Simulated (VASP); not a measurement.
# InAs (F-43m) in VASP: a series of runs, part 3 of 3

VASP 6.6.1.

**4. Single point, RPBE**

This run uses another cell than the first one, of 30.59 Å³/atom, 1.053 times its volume.

INCAR reads:

```
SYSTEM = InAs
PREC = Accurate
ENCUT = 520
EDIFF = 1E-6
ISMEAR = -1
SIGMA = 0.05
LREAL = .FALSE.
LASPH = .TRUE.
NELM = 100
ALGO = Normal
ISIF = 2
LWAVE = .FALSE.
LCHARG = .TRUE.
GGA = RP
LELF = .TRUE.
LVHAR = .TRUE.
NBANDS = 16
```

KPOINTS reads:

```
Automatic mesh
0
G
  8 8 8
  0 0 0
```

POSCAR reads:

```
InAs
1.0
    0.0000000000      3.1276056767      3.1276056767
    3.1276056767      0.0000000000      3.1276056767
    3.1276056767      3.1276056767      0.0000000000
In As
1 1
Direct
    0.0000000000      0.0000000000      0.0000000000
    0.7500000000      0.7500000000      0.7500000000
```

Potentials or basis: VASP PAW PBE potentials, release 64 (In_d, As).

Run with:

```sh
$ cat potpaw_PBE.64/In_d/POTCAR potpaw_PBE.64/As/POTCAR > POTCAR
$ mpirun -np 1 vasp_std > vasp.out
```

OUTCAR:

```text
SYSTEM = InAs
   PREC = Accurate
   ENCUT = 520
   EDIFF = 1E-6
   ISMEAR = -1
   LREAL = .FALSE.
   LASPH = .TRUE.
   NELM = 100
   ISIF = 2
   GGA = RP

 ion  position               nearest neighbor table
   1  0.000  0.000  0.000-   2 2.71   2 2.71   2 2.71   2 2.71
   2  0.750  0.750  0.750-   1 2.71   1 2.71   1 2.71   1 2.71

  LATTYP: Found a face centered cubic cell.
 ALAT       =     6.2552113534

  Lattice vectors:

 A1 = (   0.0000000000,   3.1276056767,   3.1276056767)
 A2 = (   3.1276056767,   0.0000000000,   3.1276056767)
 A3 = (   3.1276056767,   3.1276056767,   0.0000000000)

Analysis of symmetry for initial positions (statically):
=====================================================================
 Subroutine PRICEL returns:
 Original cell was already a primitive cell.

 Routine SETGRP: Setting up the symmetry group for a
 face centered cubic supercell.

 Subroutine GETGRP returns: Found 24 space group operations
 (whereof 24 operations were pure point group operations)
 out of a pool of 48 trial point group operations.

The static configuration has the point symmetry T_d .

Analysis of symmetry for dynamics (positions and initial velocities):
=====================================================================
 Subroutine PRICEL returns:
 Original cell was already a primitive cell.

 Routine SETGRP: Setting up the symmetry group for a
 face centered cubic supercell.

 Subroutine GETGRP returns: Found 24 space group operations
 (whereof 24 operations were pure point group operations)
 out of a pool of 48 trial point group operations.

The dynamic configuration has the point symmetry T_d .

 Subroutine INISYM returns: Found 24 space group operations
 (whereof 24 operations are pure point group operations),
 and found     1 'primitive' translations

----------------------------------------------------------------------------------------

                                     Primitive cell

  volume of cell :      61.1880

  direct lattice vectors                    reciprocal lattice vectors
     0.000000000  3.127605677  3.127605677    -0.159866701  0.159866701  0.159866701
     3.127605677  0.000000000  3.127605677     0.159866701 -0.159866701  0.159866701
     3.127605677  3.127605677  0.000000000     0.159866701  0.159866701 -0.159866701

  length of vectors
     4.423102366  4.423102366  4.423102366     0.276897248  0.276897248  0.276897248

  position of ions in fractional coordinates (direct lattice)
     0.000000000  0.000000000  0.000000000
     0.750000000  0.750000000  0.750000000

  ion indices of the primitive-cell ions
   primitive index   ion index
                 1           1
                 2           2

----------------------------------------------------------------------------------------

 KPOINTS: Automatic mesh

Automatic generation of k-mesh.
 Grid dimensions read from file:
 generate k-points for:    8    8    8

 Generating k-lattice:

  Cartesian coordinates                     Fractional coordinates (reciprocal lattice)
    -0.019983338  0.019983338  0.019983338     0.125000000  0.000000000  0.000000000
     0.019983338 -0.019983338  0.019983338     0.000000000  0.125000000  0.000000000
     0.019983338  0.019983338 -0.019983338     0.000000000  0.000000000  0.125000000

  Length of vectors
     0.034612156  0.034612156  0.034612156

  Shift w.r.t. Gamma in fractional coordinates (k-lattice)
     0.000000000  0.000000000  0.000000000

 Subroutine IBZKPT returns following result:
 ===========================================

 Found     29 irreducible k-points:

 Following reciprocal coordinates:
            Coordinates               Weight
  0.000000  0.000000  0.000000      1.000000
  0.125000  0.000000  0.000000      8.000000
  0.250000  0.000000  0.000000      8.000000
  0.375000  0.000000  0.000000      8.000000
  0.500000  0.000000  0.000000      4.000000
  0.125000  0.125000  0.000000      6.000000
[... 16 lines left out ...]
  0.500000  0.250000  0.125000     48.000000
 -0.375000  0.250000  0.125000     24.000000
 [... further k-points ...]
   k-points           NKPTS =     29   k-points in BZ     NKDIM =     29   number of bands    NBANDS=     16
   number of dos      NEDOS =    301   number of ions     NIONS =      2
   total plane-waves  NPLWV =  46656
   dimension x,y,z NGX =    36 NGY =   36 NGZ =   36
   dimension x,y,z NGXF=    72 NGYF=   72 NGZF=   72
   ions per type =               1   1
   NGX,Y,Z   is equivalent  to a cutoff of  13.53, 13.53, 13.53 a.u.
   NGXF,Y,Z  is equivalent  to a cutoff of  27.06, 27.06, 27.06 a.u.
 SYSTEM =  InAs
   PREC   = accura    normal or accurate (medium, high low for compatibility)
   ISTART =      0    job   : 0-new  1-cont  2-samecut
   ICHARG =      2    charge: 1-file 2-atom 10-const
   ISPIN  =      1    spin polarized calculation?
   LNONCOLLINEAR =      F non collinear calculations
   LSORBIT =      F    spin-orbit coupling
   LASPH  =      T    aspherical Exc in radial PAW
   ENCUT  =  520.0 eV  38.22 Ry    6.18 a.u.   8.22  8.22  8.22*2*pi/ulx,y,z
   NELM   =    100;   NELMIN=  2; NELMDL= -5     # of ELM steps
   EDIFF  = 0.1E-05   stopping-criterion for ELM
   LREAL  =      F    real-space projection
   EDIFFG = 0.1E-04   stopping-criterion for IOM
   NSW    =      0    number of steps for IOM
   IBRION =     -1    ionic relax: 0-MD 1-quasi-New 2-CG
   NFREE  =      0    steps in history (QN), initial steepest desc. (CG)
   ISIF   =      2    stress and relaxation
   ISYM   =      2    0-nonsym 1-usesym 2-fastsym
   POTIM  = 0.5000    time-step for ionic-motion
   TEBEG  =    0.0;   TEEND  =   0.0 temperature during run
   PSTRESS=    0.0 pullay stress
   NELECT =      18.0000    total number of electrons
   NUPDOWN=      -1.0000    fix difference up-down
   EMIN   =  10.00;   EMAX   =-10.00  energy-range for DOS
   EFERMI =   0.00;   METHOD = LEGACY
   ISMEAR =    -1;   SIGMA  =   0.05  broadening in eV -4-tet -1-fermi 0-gaus
   EFERMI_NEDOS =   21; number of points for ismear=-14 and -15
   IALGO  =     38    algorithm
   IMIX   =      4    mixing-type and parameters
     AMIX     =   0.40;   BMIX     =  1.00
     AMIX_MAG =   1.60;   BMIX_MAG =  1.00
  volume/ion in A,a.u.               =      30.59       206.46
  Fermi-wavevector in a.u.,A,eV,Ry     =   1.088789  2.057513 16.129179  1.185461
  Thomas-Fermi vector in A             =   2.224978
   LORBIT       =      0    0 simple, 1 ext, 2 COOP (PROOUT), +10 PAW based schemes
   GGA     = RP    functional components
   LHFCALC =     F    Hartree Fock is set to
   AEXX    =    0.0000 exact exchange contribution
   IVDW    =     0    specifies the selected vdW correction
   LEPSILON=     F    determine dielectric tensor
   LRPA    =     F    only Hartree local field effects (RPA)
 non-spin polarized calculation
  energy-cutoff  :      520.00
  volume of cell :       61.19
 maximum number of plane-waves:      1676
 NGX is ok and might be reduce to    36
   NGX = 17   NGY = 17   NGZ = 17

 number of electron      18.0000000 magnetization

 Free energy of the ion-electron system (eV)
  ---------------------------------------------------
  ext. energy  EPLUGINS =         0.00000000
  ---------------------------------------------------
  free energy    TOTEN  =        -7.05262114 eV

  energy without entropy =       -7.05200257  energy(sigma->0) =       -7.05231186

 E-fermi :   3.7103     XC(G=0):  -8.4657

 val. band max:        3.6536893390   @ k =   0.0000   0.0000   0.0000
 cond. band min:       4.4978295260   @ k =   0.5000   0.0000   0.0000
 fundamental gap:      0.8441401870
 Fermi energy:         3.7103453103

 k-point     1 :       0.0000    0.0000    0.0000
  band No.  band energies     occupation
      1     -10.5949      2.00000
      2     -10.5949      2.00000
      3     -10.5949      2.00000
      4     -10.5080      2.00000
      5     -10.5080      2.00000
      6      -7.5578      2.00000
[... 8 lines left out ...]
     15      13.0639      0.00000
     16      13.0639      0.00000

 k-point     2 :       0.1250    0.0000    0.0000
  band No.  band energies     occupation
      1     -10.6070      2.00000
      2     -10.5909      2.00000
      3     -10.5909      2.00000
      4     -10.5080      2.00000
      5     -10.5080      2.00000
      6      -7.4251      2.00000
[... 8 lines left out ...]
     15      12.3490      0.00000
     16      12.3490      0.00000
[... 387 lines left out ...]
      5     -10.5010      2.00000
      6      -6.3703      2.00000
[... 8 lines left out ...]
     15      13.6263      0.00000
     16      14.5321      0.00000

 k-point    24 :      -0.3750    0.2500    0.1250
  band No.  band energies     occupation
      1     -10.6853      2.00000
      2     -10.5672      2.00000
      3     -10.5581      2.00000
      4     -10.5106      2.00000
      5     -10.5023      2.00000
      6      -6.1720      2.00000
[... 8 lines left out ...]
     15      13.8848      0.00000
     16      14.4472      0.00000

 [... further k-points ...]
[... 5 lines left out ...]
  --------------------------------------------------------------------------------------
  -------------------------------------------------------------------------------------
  Total        0.0143153      0.0143153      0.0143153      0.0000000     -0.0000000     -0.0000000
  in kB        0.3748395      0.3748395      0.3748395      0.0000000     -0.0000000     -0.0000000
  external PRESSURE =       0.3748395 kB  Pullay stress =       0.0000000 kB

 VOLUME and BASIS-vectors are now :
 -----------------------------------------------------------------------------
  energy-cutoff  :      520.00
  volume of cell :       61.19
      direct lattice vectors                 reciprocal lattice vectors
     0.000000000  3.127605677  3.127605677    -0.159866701  0.159866701  0.159866701
     3.127605677  0.000000000  3.127605677     0.159866701 -0.159866701  0.159866701
     3.127605677  3.127605677  0.000000000     0.159866701  0.159866701 -0.159866701

 POSITION                                       TOTAL-FORCE (eV/Angst)
 -----------------------------------------------------------------------------------
      0.00000      0.00000      0.00000        -0.000000     -0.000000     -0.000000
      4.69141      4.69141      4.69141         0.000000      0.000000      0.000000
 -----------------------------------------------------------------------------------
    total drift:                                0.000000      0.000000      0.000000

  FREE ENERGIE OF THE ION-ELECTRON SYSTEM (eV)
  ---------------------------------------------------
  free  energy   TOTEN  =        -7.0526211444 eV

  energy  without entropy=       -7.0520025748  energy(sigma->0) =       -7.05231186
```

stdout:

```text
POSCAR found type information on POSCAR InAs
 POSCAR found :  2 types and       2 ions
 scaLAPACK will be used
 -----------------------------------------------------------------------------
|                                                                             |
|                                                                             |
|     You enforced a specific xc type in the INCAR file but a different       |
|     I HOPE YOU KNOW WHAT YOU ARE DOING!                                     |
|                                                                             |
 -----------------------------------------------------------------------------

 LDA part: xc-table for (Slater+PW92), standard interpolation
 POSCAR, INCAR and KPOINTS ok, starting setup
 FFT: planning ... GRIDC
 FFT: planning ... GRID_SOFT
 FFT: planning ... GRID
 WAVECAR not read
 entering main loop
```

It took 13 s on 1 thread of Intel Xeon 6975P-C (Granite Rapids), shared host; peak memory 0.21 GiB.

What came out:

```
Free energy            : -7.0526 eV
Pressure               : 0.0 GPa
Band gap on the k mesh : zero (filled and empty bands touch)
```

Caveat: the PAW data sets were made with another functional, which shifts forces and pressure a little; spin-orbit coupling is left out, which moves the levels of the heavy elements.

**5. Single point, r2SCAN**

This run uses another cell than the first one, of 26.39 Å³/atom, 0.908 times its volume.

POSCAR reads:

```
InAs
1.0
    0.0000000000      2.9772112161      2.9772112161
    2.9772112161      0.0000000000      2.9772112161
    2.9772112161      2.9772112161      0.0000000000
In As
1 1
Direct
    0.0000000000      0.0000000000      0.0000000000
    0.7500000000      0.7500000000      0.7500000000
```

INCAR.step1 reads:

```
SYSTEM = InAs
PREC     = Accurate       ! precision mode
ENCUT    = 520            ! plane-wave cutoff, eV
ISMEAR   = -1             ! smearing method
SIGMA    = 0.05           ! smearing width, eV
LREAL    = .FALSE.        ! projectors in reciprocal space
LASPH    = .TRUE.         ! aspherical terms in the spheres
NELM     = 60             ! most SCF steps
NBANDS   = 16             ! bands
GGA      = PE             ! functional
ALGO     = Normal         ! electronic algorithm
EDIFF    = 1E-4           ! SCF threshold, eV
LWAVE    = .TRUE.         ! write WAVECAR
LCHARG   = .FALSE.        ! write CHGCAR
```

INCAR.step2 reads:

```
SYSTEM = InAs
PREC     = Accurate       ! precision mode
ENCUT    = 520            ! plane-wave cutoff, eV
EDIFF    = 1E-6           ! SCF threshold, eV
ISMEAR   = -1             ! smearing method
SIGMA    = 0.05           ! smearing width, eV
LREAL    = .FALSE.        ! projectors in reciprocal space
LASPH    = .TRUE.         ! aspherical terms in the spheres
NELM     = 60             ! most SCF steps
ALGO     = Normal         ! electronic algorithm
ISIF     = 2              ! what is computed and relaxed
LWAVE    = .FALSE.        ! write WAVECAR
LCHARG   = .FALSE.        ! write CHGCAR
METAGGA  = R2SCAN         ! meta-GGA
LMIXTAU  = .TRUE.       
NBANDS   = 16             ! bands
ISTART   = 1
```

KPOINTS reads:

```
regular mesh
0
G
  8 8 8
  0 0 0
```

Run with:

```sh
$ cat potpaw_PBE.64/In_d/POTCAR potpaw_PBE.64/As/POTCAR > POTCAR
$ cp INCAR.step1 INCAR
$ mpirun -np 1 vasp_std > vasp.out
$ cp INCAR.step2 INCAR
$ mpirun -np 1 vasp_std > vasp.out
```

Wall time 35 s (1 thread of Intel Xeon 6975P-C (Granite Rapids), shared host); peak memory 0.19 GiB.

The run converged. Its results:

```yaml
Free_energy: -37.9931 eV
Pressure: 5.3 GPa
Band_gap_on_the_k_mesh: 0.51 eV, direct
```

Levels at points of the mesh, in eV from the valence-band top:
| k point | band 6 | band 7 | band 8 | band 9 | band 10 | band 11 | band 12 | band 13 |
| --- | --- | --- | --- | --- | --- | --- | --- | --- |
| (0.00, 0.00, 0.00) | -12.62 | 0.00 | 0.00 | 0.00 | 0.51 | 4.29 | 4.29 | 4.29 |
| (0.50, 0.00, 0.00) | -10.92 | -6.14 | -1.09 | -1.09 | 1.44 | 5.07 | 5.07 | 7.35 |
| (0.50, 0.50, 0.00) | -10.30 | -6.15 | -2.56 | -2.56 | 1.75 | 2.36 | 10.17 | 10.29 |

Caveat: the PAW data sets were made with another functional, which shifts forces and pressure a little; spin-orbit coupling is left out, which moves the levels of the heavy elements. r2SCAN opens gaps a little over a GGA but as a rule still falls short of measured ones.

**6. Single point, r2SCAN+rVV10**

This run uses another cell than the first one, of 28.14 Å³/atom, 0.968 times its volume.

POSCAR reads:

```
InAs
1.0
    0.0000000000      3.0417124741      3.0417124741
    3.0417124741      0.0000000000      3.0417124741
    3.0417124741      3.0417124741      0.0000000000
In As
1 1
Direct
    0.0000000000      0.0000000000      0.0000000000
    0.7500000000      0.7500000000      0.7500000000
```

INCAR.step1 reads:

```
ALGO = Normal
EDIFF = 1E-4
ENCUT = 520
GGA = PE
ISMEAR = -1
LASPH = True
LCHARG = False
LREAL = False
LWAVE = True
NBANDS = 16
NELM = 60
PREC = Accurate
SIGMA = 0.05
```

INCAR.step2 reads:

```
ALGO = Normal
BPARAM = 11.95
CPARAM = 0.0093
EDIFF = 1E-7
ENCUT = 520
ISIF = 2
ISMEAR = -1
ISTART = 1
IVDW_NL = 2
LASPH = True
LCHARG = True
LELF = True
LMIXTAU = True
LREAL = False
LUSE_VDW = True
LVHAR = True
LWAVE = False
METAGGA = R2SCAN
NBANDS = 16
NELM = 60
PREC = Accurate
SIGMA = 0.05
```

KPOINTS reads:

```
k-points
0
Gamma
  8 8 8
```

Potentials or basis: VASP PAW PBE potentials, release 64 (In_d, As).

Run with:

```sh
$ cat potpaw_PBE.64/In_d/POTCAR potpaw_PBE.64/As/POTCAR > POTCAR
$ cp INCAR.step1 INCAR
$ mpirun -np 1 vasp_std > vasp.out
$ cp INCAR.step2 INCAR
$ mpirun -np 1 vasp_std > vasp.out
```

Wall time 76 s (1 thread of Intel Xeon 6975P-C (Granite Rapids), shared host); peak memory 0.33 GiB.

The run converged. Its results:

```
Free energy            : -37.5339 eV
Pressure               : 0.1 GPa
Band gap on the k mesh : 0.13 eV, direct
```

Levels at points of the mesh, in eV from the valence-band top:
| k point | band 5 | band 6 | band 7 | band 8 | band 9 | band 10 | band 11 | band 12 | band 13 | band 14 |
| --- | --- | --- | --- | --- | --- | --- | --- | --- | --- | --- |
| (0.00, 0.00, 0.00) | -14.66 | -12.19 | 0.00 | 0.00 | 0.00 | 0.13 | 4.25 | 4.25 | 4.25 | 7.90 |
| (0.50, 0.00, 0.00) | -14.65 | -10.69 | -5.80 | -0.99 | -0.99 | 1.25 | 5.01 | 5.01 | 7.17 | 9.50 |
| (0.50, 0.50, 0.00) | -14.64 | -10.15 | -5.87 | -2.34 | -2.34 | 1.79 | 2.31 | 9.66 | 9.80 | 9.80 |

Caveat: the PAW data sets were made with another functional, which shifts forces and pressure a little; spin-orbit coupling is left out, which moves the levels of the heavy elements.

**7. Summary**

| level | potentials or basis | cell | gap on the mesh (eV) | pressure (GPa) |
| --- | --- | --- | --- | --- |
| BLYP+D4 | VASP PAW PBE potentials, release 64 (In_d, As) | a = 4.348 Å, angles 60.0°, 2 atoms | none | 0.1 |
| LDA | VASP PAW LDA potentials, release 64 (In_d, As) | a = 4.352 Å, angles 60.0°, 2 atoms | none | -3.2 |
| RPBE | VASP PAW PBE potentials, release 64 (In_d, As) | a = 4.423 Å, angles 60.0°, 2 atoms | none | 0.0 |
| r2SCAN | VASP PAW PBE potentials, release 64 (In_d, As) | a = 4.210 Å, angles 60.0°, 2 atoms | 0.51 | 5.3 |
| r2SCAN+rVV10 | VASP PAW PBE potentials, release 64 (In_d, As) | a = 4.302 Å, angles 60.0°, 2 atoms | 0.13 | 0.1 |

Alike in all rows: task single point; no spin polarisation; k mesh 8 × 8 × 8; cutoff (eV) 520; smearing fermi-dirac 0.05 eV.

Caveats: spin-orbit coupling is left out, which moves the levels of the heavy elements; the PAW data sets were made with another functional, which shifts forces and pressure a little (some runs); pairwise dispersion overbinds metals, which lowers pressure and volume (some runs).

Total energies depend on the potentials used, so only differences within one code and one set of settings carry meaning.

**8. Against experiment**

Step 2. Measured gap of InAs: 0.418 eV (direct; 4.2 K; a printed reference work, data compilation). This calculation gives 0.00 eV (-0.42 eV). Spin-orbit coupling on As, In is left out. The value is that of BLYP+D4 on a finite k mesh, which can miss the band edges, without temperature or zero-point motion. Semilocal functionals fall short of measured gaps as a rule.

Step 4. Against the measured gap of InAs, 0.418 eV (direct; 4.2 K; a printed reference work, data compilation), the calculated 0.00 eV is off by -0.42 eV. Spin-orbit coupling on As, In is left out. The value is that of RPBE on a finite k mesh, which can miss the band edges, without temperature or zero-point motion. Semilocal functionals fall short of measured gaps as a rule.

Step 6. Against the measured gap of InAs, 0.418 eV (direct; 4.2 K; a printed reference work, data compilation), the calculated 0.13 eV is off by -0.29 eV. Spin-orbit coupling on As, In is left out. The value is that of r2SCAN+rVV10, without temperature or zero-point motion.
